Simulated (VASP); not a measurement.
# MoS2 in VASP: relaxation of the atoms with PBE+D3(BJ)

Aim: the relaxation of the atoms of MoS2 with PBE+D3(BJ).

All numbers are computed with VASP 6.6.1; they aren't measurements. Logs are shortened: lines on timing, memory, paths and dates and some standing lists are left out, and cuts for length are marked.

### 1 The sheet as given

The cell holds a sheet with vacuum, 6 atoms: a = 3.160 Å, b = 3.160 Å, c = 27.277 Å, α = 90.00°, β = 90.00°, γ = 120.00°.

The cell was built by a generator and needn't be a form met in nature.

### 2 Relaxation of the atoms, PBE+D3(BJ)

The input, INCAR:

```
SYSTEM = MoS2
  PREC = Accurate
  ENCUT = 520
  EDIFF = 1E-7
  ISMEAR = -1
  SIGMA = 0.05
  LREAL = .FALSE.
  LASPH = .TRUE.
  NELM = 100
  ALGO = Normal
  ISIF = 2
  LWAVE = .FALSE.
  LCHARG = .FALSE.
  GGA = PE
  IVDW = 12
  IBRION = 2
  NSW = 60
  EDIFFG = -0.02
```

The input, KPOINTS:

```
regular mesh
0
G
  10 10 1
  0 0 0
```

The input, POSCAR:

```
MoS2
1.0
    3.1600000000      0.0000000000      0.0000000000
   -1.5800000000      2.7366402760      0.0000000000
    0.0000000000      0.0000000000     27.2770000000
S Mo
4 2
Direct
    0.6666666667      0.3333333333      0.3299483081
    0.6666666667      0.3333333333      0.4446969975
    0.3333333333      0.6666666667      0.5553030025
    0.3333333333      0.6666666667      0.6700516919
    0.3333333333      0.6666666667      0.3873226528
    0.6666666667      0.3333333333      0.6126773472
```

Potentials or basis: VASP PAW PBE potentials, release 64 (S, Mo_sv).

Command:

```bash
$ cat potpaw_PBE.64/S/POTCAR potpaw_PBE.64/Mo_sv/POTCAR > POTCAR
$ mpirun -np 1 vasp_std > vasp.out
```

OUTCAR:

```text
SYSTEM = MoS2
   PREC = Accurate
   ENCUT = 520
   EDIFF = 1E-7
   ISMEAR = -1
   LREAL = .FALSE.
   LASPH = .TRUE.
   NELM = 100
   ISIF = 2
   GGA = PE
   IVDW = 12
   IBRION = 2
   NSW = 60
   EDIFFG = -0.02
 IVDW          = 12

 ion  position               nearest neighbor table
   1  0.667  0.333  0.330-   5 2.40   5 2.40   5 2.40
   2  0.667  0.333  0.445-   5 2.40   5 2.40   5 2.40
   3  0.333  0.667  0.555-   6 2.40   6 2.40   6 2.40
   4  0.333  0.667  0.670-   6 2.40   6 2.40   6 2.40
   5  0.333  0.667  0.387-   1 2.40   2 2.40   1 2.40   2 2.40   1 2.40   2 2.40
   6  0.667  0.333  0.613-   3 2.40   4 2.40   3 2.40   4 2.40   3 2.40   4 2.40

  LATTYP: Found a hexagonal cell.
 ALAT       =     3.1600000000
 C/A-ratio  =     8.6319620253

  Lattice vectors:

 A1 = (   3.1600000000,   0.0000000000,   0.0000000000)
 A2 = (  -1.5800000000,   2.7366402760,   0.0000000000)
 A3 = (   0.0000000000,   0.0000000000,  27.2770000000)

Analysis of symmetry for initial positions (statically):
=====================================================================
 Subroutine PRICEL returns:
 Original cell was already a primitive cell.

 Routine SETGRP: Setting up the symmetry group for a
 hexagonal supercell.

 Subroutine GETGRP returns: Found 12 space group operations
 (whereof 12 operations were pure point group operations)
 out of a pool of 24 trial point group operations.

The static configuration has the point symmetry D_3d.

Analysis of symmetry for dynamics (positions and initial velocities):
=====================================================================
 Subroutine PRICEL returns:
 Original cell was already a primitive cell.

 Routine SETGRP: Setting up the symmetry group for a
 hexagonal supercell.

 Subroutine GETGRP returns: Found 12 space group operations
 (whereof 12 operations were pure point group operations)
 out of a pool of 24 trial point group operations.

The dynamic configuration has the point symmetry D_3d.

 Subroutine INISYM returns: Found 12 space group operations
 (whereof 12 operations are pure point group operations),
 and found     1 'primitive' translations

----------------------------------------------------------------------------------------

                                     Primitive cell

  volume of cell :     235.8856

  direct lattice vectors                    reciprocal lattice vectors
     3.160000000  0.000000000  0.000000000     0.316455696  0.182705781  0.000000000
    -1.580000000  2.736640276  0.000000000     0.000000000  0.365411563  0.000000000
     0.000000000  0.000000000 27.277000000     0.000000000  0.000000000  0.036660923

  length of vectors
     3.160000000  3.160000000 27.277000000     0.365411563  0.365411563  0.036660923

  position of ions in fractional coordinates (direct lattice)
     0.666666667  0.333333333  0.329948308
     0.666666667  0.333333333  0.444696998
     0.333333333  0.666666667  0.555303002
     0.333333333  0.666666667  0.670051692
     0.333333333  0.666666667  0.387322653
     0.666666667  0.333333333  0.612677347

  ion indices of the primitive-cell ions
   primitive index   ion index
                 1           1
                 2           2
                 3           3
                 4           4
                 5           5
                 6           6

----------------------------------------------------------------------------------------

 KPOINTS: regular mesh

Automatic generation of k-mesh.
 Grid dimensions read from file:
 generate k-points for:   10   10    1

 Generating k-lattice:

  Cartesian coordinates                     Fractional coordinates (reciprocal lattice)
     0.031645570  0.018270578  0.000000000     0.100000000  0.000000000  0.000000000
     0.000000000  0.036541156  0.000000000     0.000000000  0.100000000  0.000000000
     0.000000000  0.000000000  0.036660923     0.000000000  0.000000000  1.000000000

  Length of vectors
     0.036541156  0.036541156  0.036660923

  Shift w.r.t. Gamma in fractional coordinates (k-lattice)
     0.000000000  0.000000000  0.000000000

 Subroutine IBZKPT returns following result:
 ===========================================

 Found     14 irreducible k-points:

 Following reciprocal coordinates:
            Coordinates               Weight
  0.000000  0.000000  0.000000      1.000000
  0.100000 -0.000000  0.000000      6.000000
  0.200000 -0.000000  0.000000      6.000000
  0.300000  0.000000  0.000000      6.000000
  0.400000  0.000000  0.000000      6.000000
  0.500000 -0.000000  0.000000      3.000000
  0.100000  0.100000  0.000000      6.000000
  0.200000  0.100000  0.000000     12.000000
  0.300000  0.100000  0.000000     12.000000
  0.400000  0.100000  0.000000     12.000000
  0.200000  0.200000  0.000000      6.000000
  0.300000  0.200000  0.000000     12.000000
  0.400000  0.200000  0.000000      6.000000
  0.300000  0.300000  0.000000      6.000000
   k-points           NKPTS =     14   k-points in BZ     NKDIM =     14   number of bands    NBANDS=     31
   number of dos      NEDOS =    301   number of ions     NIONS =      6
   total plane-waves  NPLWV = 120960
   dimension x,y,z NGX =    24 NGY =   24 NGZ =  210
   dimension x,y,z NGXF=    48 NGYF=   48 NGZF=  420
   ions per type =               4   2
   NGX,Y,Z   is equivalent  to a cutoff of  12.63, 12.63, 12.80 a.u.
   NGXF,Y,Z  is equivalent  to a cutoff of  25.25, 25.25, 25.60 a.u.
 SYSTEM =  MoS2
   PREC   = accura    normal or accurate (medium, high low for compatibility)
   ISTART =      0    job   : 0-new  1-cont  2-samecut
   ICHARG =      2    charge: 1-file 2-atom 10-const
   ISPIN  =      1    spin polarized calculation?
   LNONCOLLINEAR =      F non collinear calculations
   LSORBIT =      F    spin-orbit coupling
   LASPH  =      T    aspherical Exc in radial PAW
   ENCUT  =  520.0 eV  38.22 Ry    6.18 a.u.   5.88  5.88 50.72*2*pi/ulx,y,z
   NELM   =    100;   NELMIN=  2; NELMDL= -5     # of ELM steps
   EDIFF  = 0.1E-06   stopping-criterion for ELM
   LREAL  =      F    real-space projection
   EDIFFG = -.2E-01   stopping-criterion for IOM
   NSW    =     60    number of steps for IOM
   IBRION =      2    ionic relax: 0-MD 1-quasi-New 2-CG
   NFREE  =      1    steps in history (QN), initial steepest desc. (CG)
   ISIF   =      2    stress and relaxation
   ISYM   =      2    0-nonsym 1-usesym 2-fastsym
   POTIM  = 0.5000    time-step for ionic-motion
   TEBEG  =    0.0;   TEEND  =   0.0 temperature during run
   PSTRESS=    0.0 pullay stress
   NELECT =      52.0000    total number of electrons
   NUPDOWN=      -1.0000    fix difference up-down
   EMIN   =  10.00;   EMAX   =-10.00  energy-range for DOS
   EFERMI =   0.00;   METHOD = LEGACY
   ISMEAR =    -1;   SIGMA  =   0.05  broadening in eV -4-tet -1-fermi 0-gaus
   EFERMI_NEDOS =   21; number of points for ismear=-14 and -15
   IALGO  =     38    algorithm
   IMIX   =      4    mixing-type and parameters
     AMIX     =   0.40;   BMIX     =  1.00
     AMIX_MAG =   1.60;   BMIX_MAG =  1.00
  volume/ion in A,a.u.               =      39.31       265.31
  Fermi-wavevector in a.u.,A,eV,Ry     =   0.988953  1.868849 13.306869  0.978027
  Thomas-Fermi vector in A             =   2.120516
   LORBIT       =      0    0 simple, 1 ext, 2 COOP (PROOUT), +10 PAW based schemes
   GGA     = PE    functional components
   LHFCALC =     F    Hartree Fock is set to
   AEXX    =    0.0000 exact exchange contribution
   IVDW    =    12    specifies the selected vdW correction
   LEPSILON=     F    determine dielectric tensor
   LRPA    =     F    only Hartree local field effects (RPA)
 conjugate gradient relaxation of ions
 non-spin polarized calculation
  energy-cutoff  :      520.00
  volume of cell :      235.89
 maximum number of plane-waves:      6388
 NGX is ok and might be reduce to    24
   NGX = 11   NGY = 11   NGZ =101

--------------------------------------- Ionic step        1  -------------------------------------------

 number of electron      51.9999998 magnetization

 Free energy of the ion-electron system (eV)
  ---------------------------------------------------
  ext. energy  EPLUGINS =         0.00000000
  ---------------------------------------------------
  free energy    TOTEN  =       -43.64746392 eV

  energy without entropy =      -43.64746376  energy(sigma->0) =      -43.64746384

------------------------ aborting loop because EDIFF is reached ----------------------------------------

 Edisp (eV)   -2.22384

 E8    (eV) :    -0.9288

  FORCE on cell =-STRESS in cart. coord.  units (eV):
  Direction    XX          YY          ZZ          XY          YZ          ZX
  --------------------------------------------------------------------------------------
  -------------------------------------------------------------------------------------
  Total      -0.59626    -0.59626    -0.39046    -0.00000     0.00000     0.00000
  in kB      -4.04992    -4.04992    -2.65208    -0.00000     0.00000     0.00000
  external pressure =       -3.58 kB  Pullay stress =        0.00 kB
[... 109 lines left out ...]
  FREE ENERGIE OF THE ION-ELECTRON SYSTEM (eV)
  ---------------------------------------------------
  free  energy   TOTEN  =       -45.8713722803 eV

  energy  without entropy=      -45.8713721127  energy(sigma->0) =      -45.87137220

[... ionic steps 4 to 10 ...]

--------------------------------------- Ionic step       11  -------------------------------------------

 number of electron      52.0000000 magnetization

------------------------ aborting loop because EDIFF is reached ----------------------------------------

 Edisp (eV)   -2.23112

 E8    (eV) :    -0.9318
[... 77 lines left out ...]
  energy  without entropy=      -45.8730195153  energy(sigma->0) =      -45.87301964

--------------------------------------- Ionic step       13  -------------------------------------------

 number of electron      51.9999997 magnetization

 Free energy of the ion-electron system (eV)
  ---------------------------------------------------
  ext. energy  EPLUGINS =         0.00000000
  ---------------------------------------------------
  free energy    TOTEN  =       -43.62643994 eV

  energy without entropy =      -43.62643957  energy(sigma->0) =      -43.62643975

 E-fermi :   0.9662     XC(G=0):  -5.2390

 val. band max:        0.4003891378   @ k =   0.0000   0.0000   0.0000
 cond. band min:       1.6540058418   @ k =   0.2000   0.2000   0.0000
 fundamental gap:      1.2536167040
 Fermi energy:         0.9661537550

 k-point     1 :       0.0000    0.0000    0.0000
  band No.  band energies     occupation
      1     -60.9572      2.00000
      2     -60.9572      2.00000
      3     -35.1134      2.00000
      4     -35.1134      2.00000
      5     -34.8842      2.00000
      6     -34.8842      2.00000
[... 502 lines left out ...]
  FREE ENERGIE OF THE ION-ELECTRON SYSTEM (eV)
  ---------------------------------------------------
  free  energy   TOTEN  =       -45.8732587942 eV

  energy  without entropy=      -45.8732584337  energy(sigma->0) =      -45.87325861

 reached required accuracy - stopping structural energy minimisation
```

Run time: 29 min. Hardware: 1 thread of AMD EPYC 7R43 (Zen 3), shared host; peak memory 0.36 GiB.

What came out:

```yaml
Free_energy: -45.8733 eV
Energy_gained_by_relaxing: 0.3 meV/atom
Ionic_steps: 13
Largest_force_after_relaxing: 0.011 eV/Å
Band_gap_on_the_k_mesh: 1.25 eV, indirect (least direct gap 1.95 eV)
Dispersion_energy_per_atom: -0.374 eV
```

Forces in eV/Å, atoms in the order of the input:
```
S    0.000  0.000  0.002
S    0.000  0.000  0.000
S    0.000  0.000  0.000
S    0.000  0.000 -0.002
Mo   0.000  0.000 -0.011
Mo   0.000  0.000  0.011
```

The path:
```tsv
step	energy change (eV)	largest force (eV/Å)	pressure (GPa)
1	0.0000	0.0311	-0.36
2	-0.0001	0.0255	-0.33
3	-0.0001	0.0259	-0.33
4	-0.0001	0.0278	-0.31
5	-0.0003	0.0358	-0.27
6	-0.0002	0.0644	-0.18
7	-0.0003	0.0423	-0.24
8	-0.0003	0.0420	-0.24
9	-0.0004	0.0408	-0.24
10	-0.0007	0.0384	-0.24
11	-0.0011	0.0335	-0.24
12	-0.0017	0.0231	-0.24
13	-0.0020	0.0108	-0.24
```

Final structure:
```yaml
crystal:
  lattice:
    - [3.16000, 0.00000, 0.00000]
    - [-1.58000, 2.73664, 0.00000]
    - [0.00000, 0.00000, 27.27700]
  atoms:
    - { symbol: S, position: [0.66667, 0.33333, 0.33197] }
    - { symbol: S, position: [0.66667, 0.33333, 0.44659] }
    - { symbol: S, position: [0.33333, 0.66667, 0.55341] }
    - { symbol: S, position: [0.33333, 0.66667, 0.66803] }
    - { symbol: Mo, position: [0.33333, 0.66667, 0.38932] }
    - { symbol: Mo, position: [0.66667, 0.33333, 0.61068] }
```

Levels at points of the mesh, in eV from the valence-band top:
```
           k point  band 23  band 24  band 25  band 26  band 27  band 28  band 29  band 30
(0.00, 0.00, 0.00)    -1.98    -1.78    -0.76     0.00     2.27     2.27     2.30     2.30
(0.50, 0.00, 0.00)    -1.53    -1.40    -1.22    -1.14     1.79     1.82     2.24     2.39
```

A hybrid or GW would open this gap; PBE tends to underestimate it.
